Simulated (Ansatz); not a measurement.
Relaxed bulk Si2Mo, space group I4/mmm (No. 139):

```
Si Mo
1.0
    -1.59504    1.59504    3.91069
     1.59504   -1.59504    3.91069
     1.59504    1.59504   -3.91069
Si Mo
2 1
Direct
  0.33506 0.33506 0.00000
  0.66494 0.66494 0.00000
  0.00000 0.00000 0.00000
```

Method: DFT PBEsol, scalar-relativistic, plane waves, PAW (Ansatz 0.2.0). Cutoff 420 eV, k spacing 0.19 to 0.25 Å⁻¹, dipole correction; no spin polarisation.

Slabs with different planes and terminations (top/bottom plane) are cut from it in 1×1 cells and relaxed. Each holds whole formula units counted by Si and an excess Δn of Mo (negative: a deficit); ΔE is its energy over those formula units in the bulk and the excess in the standard state of Mo. The formation energy of Si2Mo is -1.809 eV a formula unit (uncorrected), so Δμ(Mo) runs from -1.809 eV to 0 if no other compound intervenes.

```
                      slab A (Å²)  Δn(Mo)  ΔE (eV)
       (001) Si/Si, Si6Mo3   10.18       0    3.344
       (001) Mo/Mo, Si4Mo3   10.18   +1.00    4.809
       (101) Mo/Si, Si8Mo4   13.47       0    5.960
(110) Si2Mo/Si2Mo, Si10Mo5   17.64       0    5.354
       (101) Si/Si, Si8Mo4   13.47       0    4.244
       (101) Si/Si, Si8Mo3   13.47   -1.00    6.049
       (001) Si/Si, Si6Mo2   10.18   -1.00    4.945
```

Q: Work out each slab's surface energy at the Mo-rich and Mo-poor ends.

A: γ = [ΔE − Δn·Δμ(Mo)]/(2A) × 16.02 J/m² per eV/Å², the mean of both faces:

```
                      slab Mo-rich (J/m²) Mo-poor (J/m²)
       (001) Si/Si, Si6Mo3            2.63            2.63
       (001) Mo/Mo, Si4Mo3            3.78            5.21
       (101) Mo/Si, Si8Mo4            3.54            3.54
(110) Si2Mo/Si2Mo, Si10Mo5            2.43            2.43
       (101) Si/Si, Si8Mo4            2.52            2.52
       (101) Si/Si, Si8Mo3            3.60            2.52
       (001) Si/Si, Si6Mo2            3.89            2.47
```

Q: Does the lowest surface change with the conditions?

A: No: among these slabs (110) Si2Mo/Si2Mo, Si10Mo5 is lowest at both ends, and since each γ is a straight line in Δμ, throughout the range.

Only the planes named were cut, so another facet can lie lower still. Reconstructions in larger cells weren't sought.